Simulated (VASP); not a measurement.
# CdS, self-consistent run: which settings are enough?

CdS, P3m1 (no. 156), 4 atoms in the cell. RPBE; PAW potentials Cd, S (PBE set). VASP 6.6.1. The cell is changed on purpose: last atom moved by 0.08 Å along z, cell strained by +1.0% along z.

Wanted: energy within 10 meV/atom; forces within 0.05 eV/Å.

What the run is for: forces; Accuracy asked: screening.

POSCAR:
```
CdS
1.0
    4.1500000000      0.0000000000      0.0000000000
   -2.0750000000      3.5940054257      0.0000000000
    0.0000000000      0.0000000000      6.8043700000
Cd S
2 2
Direct
    0.6666666700      0.3333333300      0.5000000000
    0.3333333300      0.6666666700      0.0000000000
    0.6666666700      0.3333333300      0.8750000000
    0.3333333300      0.6666666700      0.3868747200
```

The series start from Plane-wave cutoff (eV): 360; k-point mesh: 6 × 6 × 4; Precision mode (PREC): Accurate; Electronic threshold (eV): 1e-6; Bands in all (NBANDS): 30; Aspherical gradient terms in the spheres (LASPH): yes; Electronic algorithm: ALGO=Normal; Density mixing: defaults; Delay and inner steps: defaults. Each series keeps the choices made before it, and each single choice may use up half of a tolerance.

## Plane-wave cutoff (eV)

| Plane-wave cutoff (eV) | Energy less reference (meV/atom) | Forces, largest deviation (eV/Å) | SCF iterations | Time (s) |
|---|---|---|---|---|
| 220 | 123 | 0.017 | 14 | 9.3 |
| 280 | 9 | 0.001 | 15 | 11 |
| 320 | 5 | 0.001 | 15 | 12 |
| 360 | 5 | 0.001 | 15 | 18 |
| 410 | 2 | 0.001 | 15 | 21 |
| 480 | 0 | 0.001 | 15 | 27 |
| 580 | 0 | 0.000 | 15 | 40 |
| 720 (reference) | 0 | 0.000 | 15 | 44 |

Chosen: 360, the loosest value from which every tighter one stays within half of the tolerance.

## k-point mesh

| k-point mesh | Energy less reference (meV/atom) | Forces, largest deviation (eV/Å) | SCF iterations | Time (s) |
|---|---|---|---|---|
| 2 × 2 × 1 | 188 | 0.181 | 15 | 4.8 |
| 3 × 3 × 2 | 38 | 0.053 | 15 | 7.7 |
| 4 × 4 × 2 | 8 | 0.013 | 15 | 9.2 |
| 5 × 5 × 3 | 2 | 0.003 | 15 | 12 |
| 6 × 6 × 4 | 1 | 0.001 | 15 | 18 |
| 8 × 8 × 4 | 0 | 0.000 | 15 | 30 |
| 10 × 10 × 5 | 0 | 0.000 | 15 | 47 |
| 12 × 12 × 7 (reference) | 0 | 0.000 | 15 | 81 |

Chosen: 5 × 5 × 3.

## Precision mode (PREC)

| Precision mode (PREC) | Energy less reference (meV/atom) | Forces, largest deviation (eV/Å) | SCF iterations | Time (s) |
|---|---|---|---|---|
| SingleN | -5 | 0.018 | 15 | 6.4 |
| Normal | 0 | 0.000 | 15 | 6.8 |
| Single | -1 | 0.003 | 15 | 9.8 |
| Accurate (reference) | 0 | 0.000 | 15 | 12 |

Chosen: SingleN.

## Electronic threshold (eV)

| Electronic threshold (eV) | Energy less reference (meV/atom) | Forces, largest deviation (eV/Å) | SCF iterations | Time (s) |
|---|---|---|---|---|
| 0.001 | 0 | 0.001 | 10 | 4.4 |
| 0.0001 | 0 | 0.000 | 12 | 5.2 |
| 1e-5 | 0 | 0.000 | 14 | 6.0 |
| 1e-6 | 0 | 0.000 | 15 | 6.4 |
| 1e-7 | 0 | 0.000 | 15 | 6.7 |
| 1e-8 (reference) | 0 | 0.000 | 17 | 7.4 |

Chosen: 0.001.

## Bands in all (NBANDS)

| Bands in all (NBANDS) | Energy less reference (meV/atom) | Forces, largest deviation (eV/Å) | SCF iterations | Time (s) |
|---|---|---|---|---|
| 19 | 0 | 0.001 | 10 | 3.6 |
| 20 | 0 | 0.001 | 10 | 3.3 |
| 22 | 0 | 0.002 | 10 | 3.5 |
| 24 | 0 | 0.001 | 10 | 3.8 |
| 30 | 0 | 0.002 | 10 | 4.4 |
| 42 (reference) | 0 | 0.000 | 10 | 6.1 |

Chosen: 19.

## Aspherical gradient terms in the spheres (LASPH)

| Aspherical gradient terms in the spheres (LASPH) | Energy less reference (meV/atom) | Forces, largest deviation (eV/Å) | SCF iterations | Time (s) |
|---|---|---|---|---|
| no | 0 | 0.001 | 10 | 2.5 |
| yes (reference) | 0 | 0.000 | 10 | 3.6 |

Chosen: no.

## Electronic algorithm

| Electronic algorithm | Energy less reference (meV/atom) | Forces, largest deviation (eV/Å) | SCF iterations | Time (s) |
|---|---|---|---|---|
| ALGO=Normal | 0 | 0.000 | 10 | 2.5 |
| ALGO=Fast | 0 | 0.008 | 11 | 2.6 |
| ALGO=VeryFast | 0 | 0.002 | 17 | 3.1 |
| ALGO=All ISEARCH=1 | 0 | 0.032 | 12 | 2.6 |
| ALGO=All ISEARCH=0 | 0 | 0.032 | 12 | 2.6 |
| ALGO=Damped TIME=0.4 | 0 | 0.007 | 17 | 3.2 |
| ALGO=Damped TIME=0.1 | 0 | 0.022 | 27 | 4.3 |
| ALGO=Old Fast | 0 | 0.003 | 9 | 2.3 |

Chosen: ALGO=Normal; no other choice that stays within half of the tolerance saves 30 % of the time.

## Density mixing

| Density mixing | Energy less reference (meV/atom) | Forces, largest deviation (eV/Å) | SCF iterations | Time (s) |
|---|---|---|---|---|
| defaults | 0 | 0.000 | 10 | 2.5 |
| MIXPRE=2 | 0 | 0.000 | 10 | 2.5 |
| MIXPRE=0 | 0 | 0.002 | 10 | 2.4 |
| AMIX=0.8 | 0 | 0.003 | 10 | 2.5 |
| AMIN=0.01 | 0 | 0.000 | 10 | 2.5 |
| BMIX=0.5 | 0 | 0.003 | 10 | 2.4 |
| BMIX=2.0 | 0 | 0.000 | 13 | 2.9 |

Chosen: defaults.

## Delay and inner steps

| Delay and inner steps | Energy less reference (meV/atom) | Forces, largest deviation (eV/Å) | SCF iterations | Time (s) |
|---|---|---|---|---|
| defaults | 0 | 0.000 | 10 | 2.5 |
| NELMDL=-2 | 0 | 0.001 | 8 | 2.1 |
| NELMDL=-8 | 0 | 0.000 | 13 | 2.8 |
| NELMDL=-12 | 0 | 0.000 | 17 | 3.2 |
| NRMM=2 | 0 | 0.001 | 10 | 2.3 |
| NRMM=6 | 0 | 0.000 | 10 | 2.6 |
| WEIMIN=0.001 | 0 | 0.000 | 10 | 2.5 |

Chosen: NELMDL=-2; it saves 0.4 s of 2.5, so defaults would do nearly as well.

## All choices together

| Input | Energy less reference (meV/atom) | Forces, largest deviation (eV/Å) | Time (s) |
|---|---|---|---|
| the program's defaults (naive) | 17 | 0.017 | 2.2 |
| chosen settings | 2 | 0.013 | 2.1 |
| reference settings throughout | 0 | 0.000 | 266 |

The tolerance is met.

## The input

INCAR:
```
GGA = RP
ISMEAR = 0
SIGMA = 0.03
LWAVE = F
LCHARG = F
ISIF = 2
PREC = SingleN
LASPH = F
LREAL = F
ALGO = Normal
EDIFF = 0.001
NELM = 120
GGA_COMPAT = F
ENCUT = 360
EFERMI = MIDGAP
NBANDS = 19
NELMDL = -2
```

KPOINTS:
```
Automatic mesh
0
Gamma
  5 5 3
  0 0 0
```

Commands:
```
cat potpaw_PBE.64/Cd/POTCAR potpaw_PBE.64/S/POTCAR > POTCAR
mpirun -np 1 vasp_std > vasp.out
```

The chosen input took VASP 6.6.1 2.1 s on 1 core (Intel Xeon 6975P-C (Granite Rapids)), a shared host.

## An input that fails: smearing far too wide

It runs to its end, but against the unchanged starting input it is off by 21 meV/atom in the energy, 0.018 eV/Å in the forces.

Changes against the starting input:
```
- ISMEAR = 0
- SIGMA = 0.03
- NELM = 120
+ ISMEAR = 1
+ SIGMA = 2.0
+ NELM = 62
```
